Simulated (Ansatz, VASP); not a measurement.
## Zn in VASP and in Ansatz

```
CELL_PARAMETERS angstrom
2.65564 0.00000 0.00000
-1.32782 2.29985 0.00000
0.00000 0.00000 4.96246
ATOMIC_POSITIONS crystal
Zn 0.33333 0.66667 0.25000
Zn 0.66667 0.33333 0.75000
```

Alike in both runs: task single point; functional PBE; k mesh 14 × 14 × 7; occupations fermi-dirac, width 1 eV; no spin polarisation.

|  | VASP | Ansatz |
| --- | --- | --- |
| version | VASP 6.6.1 | Ansatz 0.2.0 |
| potentials or method | VASP PAW PBE potentials, release 64 (Zn) | plane waves (420 eV) with PAW, scalar-relativistic |
| plane-wave cutoff (eV) | 520 | 420 |
| valence electrons in the cell | 24 | 24 |

|  | VASP | Ansatz | Ansatz less VASP |
| --- | --- | --- | --- |
| pressure (GPa) | 5.6 | 5.2 | -0.38 |
| largest component of the traceless stress (GPa) | 1.88 | 1.74 | -0.140 |

The functional is the same, so the differences come from potentials, cutoffs and numerics.
